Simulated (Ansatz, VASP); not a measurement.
Two plane-wave programs on BN

```
CELL_PARAMETERS angstrom
2.54340 0.00000 0.00000
-1.27170 2.20265 0.00000
0.00000 0.00000 4.20699
ATOMIC_POSITIONS crystal
B 0.66667 0.33333 0.00016
B 0.33333 0.66667 0.50016
N 0.66667 0.33333 0.37484
N 0.33333 0.66667 0.87484
```

Alike in both runs: functional r2SCAN; k mesh 12 × 12 × 8; occupations fermi-dirac, width 0.02 eV; no spin polarisation.

Ansatz relaxed the structure, and its values are those at the end. VASP's run is a single point on that final structure, the one shown.

```csv
,VASP,Ansatz
version,VASP 6.6.1,Ansatz 0.2.0
potentials or method,"VASP PAW PBE potentials, release 64 (B, N)",PAW plane waves
plane-wave cutoff (eV),520,500
valence electrons in the cell,16,16
```

|  | VASP | Ansatz | Ansatz less VASP |
| --- | --- | --- | --- |
| gap on the k mesh at the Fermi level (eV) | 5.72 | 5.75 | +0.026 |
| pressure (GPa) | 1.4 | 0.0 | -1.40 |
| rms of the force components (eV/Å) | 0.007 | 0.004 | -0.0025 |

With one functional, cell and mesh, what is left measures potentials, basis and numerics. Ansatz warned: «stress_scf_threshold_loose».

Caveats: the PAW data sets were made with another functional, which shifts forces and pressure a little (VASP). A k mesh can miss the band edges. r2SCAN opens gaps a little over a GGA but as a rule still falls short of measured ones.
